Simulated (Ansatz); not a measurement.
The slice is one period of a {110} plane through atoms; its size isn't given.

These are r2SCAN (plane waves to 500 eV, PAW, scalar-relativistic; Ansatz, a first-principles code) values and carry that method's errors. These are valence fields of a PAW run, semicore shells included where kept as valence: close to a nucleus they are smooth pseudo fields.

```
|9999998866554433222222222233445566889999|
|9988887766443322222211222222334466778888|
|8888776655443322111111111122334455667788|
|6666665544332222111111111122223344556666|
|5555444433222211110000001111222233444455|
|4444333322221111000000000011112222333344|
|3333222222111111000000000011111122222233|
|2222221111111100000000000000111111112222|
|1111111111110000000000000000001111111111|
|1111111100000000001111110000000000111111|
|0000000000001111111111111111110000000000|
|0000000000001111111111111111110000000000|
|0000000000111111222222222211111100000000|
|0000000011112222223333332222221111000000|
|0000001111222233333344333333222211110000|
|0000001122223344444444444444332222110000|
|0000111122334444555555555544443322111100|
|1111112233334455666666666655443333221111|
|1111222233445566777777777766554433222211|
|2222223333445566777777777766554433332222|
|3333333344556677777777777777665544333333|
|4444334444555566777777777766555544443344|
|5555444444555566777777777766555544444455|
|6666665555555555666666666655555555556666|
|8888776655554455555555555555445555667788|
|9988887766554444444444444444445566778888|
|9999998866554444444444444444445566889999|
|9999998866554433333333333333445566889999|
```
Scale: ten equal steps from -1.61 (start of '0') to 1.12 (end of '9'), in the order '0123456789'. Values: log₁₀ of the valence density in e/Å³. The map has 20 points along u (two characters each, u = 0 at the left) and 28 along v (v = 0 in the bottom row). The scale is logarithmic, as a density can span decades between atoms and voids.

```
|xxxxxx  ::::::..::::::::::..::::::  xxxx|
|xxxx  ..----::..............::----..  xx|
|  ....::--::::....      ....::::--::....|
|::::::--::::....          ....::::--::::|
|::::::::::......          ......::::::::|
|..............              ............|
|............                  ..........|
|......                              ....|
|                                        |
|                                        |
|                                        |
|                ..........              |
|            ....::::::::::....          |
|          ..::--==========--::..        |
|        ..::--++****##****++--::..      |
|      ..::==++##%%%%%%%%%%##++==::..    |
|      ..--++##%%@@@@@@@@@@%%##++--..    |
|    ..::++**%%@@@@@@@@@@@@@@%%**++::..  |
|    ..--++##@@@@%%xxxxxx%%@@@@##++--..  |
|......--**%%@@@@xxxxxxxxxx@@@@%%**--....|
|......--**%%@@@@xxxxxxxxxx@@@@%%**--....|
|......::==%%@@@@xxxxxxxxxx@@@@%%==::....|
|::::::..::**@@@@@@xxxxxx@@@@@@**::..::::|
|::::::::..--##@@@@@@@@@@@@@@##--..::::::|
|  ....::::::==%%@@@@@@@@@@%%==::::::....|
|xxxx  ..::..::++##%%%%%%##++::..::..  xx|
|xxxxxx  ::::..--++**##**++--..::::  xxxx|
|xxxxxx  ::::..::--======--::..::::  xxxx|
```
Scale: ten equal steps from 0.01 (start of ' ') to 0.84 (end of '@'), in the order ' .:-=+*#%@'. Values: electron localisation function (ELF). The map has 20 points along u (two characters each, u = 0 at the left) and 28 along v (v = 0 in the bottom row). Points within 0.4 Å of a nucleus are blanked (x), as the pseudised field means little there.

**Question.** Which relaxed crystal do these maps come from?
(A) InN (zinc blende)
(B) InAs (zinc blende)
(C) GaAs (zinc blende)

**Answer.** A, InN (zinc blende). Atoms on the slice: N at (0.50, 0.25); In at (0.00, 0.00)

All were relaxed with their symmetry unable to fall. At this level the bands of InN touch or barely overlap; measurements give the solid a gap.
